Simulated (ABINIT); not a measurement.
Here is an ABINIT 10.8.3 (patched build) calculation.

Contents of run.abi:

```
# Datasets: ground state, then fixed potential
ndtset 2

# Pseudopotentials
pp_dirpath "./"
pseudos "Pd.GGA_PBE-JTH.xml"

# Structure
acell 3*1.0
rprim
     0.0000000000     3.6783519016     3.6783519016
     3.6783519016     0.0000000000     3.6783519016
     3.6783519016     3.6783519016     0.0000000000
ntypat 1
znucl 46
natom 1
typat 1
xred
     0.0000000000     0.0000000000     0.0000000000

# Plane-wave basis
ecut 625.861884 eV
pawecutdg 45.0

# Exchange and correlation
ixc 14

# Bands and occupations
occopt 3
tsmear 0.00183747

# SCF cycle
nstep 100

# Output
iomode 3
prtwf 0
prteig 0
prtebands 0
enunit 1
prtden1 1
prtvha1 1
prtvclmb1 1
prtpot1 1

# Dataset 1
kptopt1 1
ngkpt1 12 12 12
nshiftk1 1
shiftk1 0.0 0.0 0.0
nband1 13
tolvrs1 1.0e-9

# Dataset 2: bands along G-X-W-K-G-L-U-W-L-K
iscf2 -2
getden2 1
nband2 17
nbdbuf2 2
tolwfr2 1.0e-12
kptopt2 -9
ndivsm2 8
prteig2 1
prtvol2 -3
kptbounds2
     0.0000000000     0.0000000000     0.0000000000
     0.5000000000     0.0000000000     0.5000000000
     0.5000000000     0.2500000000     0.7500000000
     0.3750000000     0.3750000000     0.7500000000
     0.0000000000     0.0000000000     0.0000000000
     0.5000000000     0.5000000000     0.5000000000
     0.6250000000     0.2500000000     0.6250000000
     0.5000000000     0.2500000000     0.7500000000
     0.5000000000     0.5000000000     0.5000000000
     0.3750000000     0.3750000000     0.7500000000
```

Potentials or basis: JTH PAW PBE v2.0.

Command:

```sh
$ abinit run.abi > log 2>&1
```

(1) Predict the pressure.

(2) What does it give for the band gap on the k mesh?

Answers

(1) 10.1 GPa.

(2) none (metal or under the smearing width).

Caveat: the PAW data sets were made with another functional, which shifts forces and pressure a little.
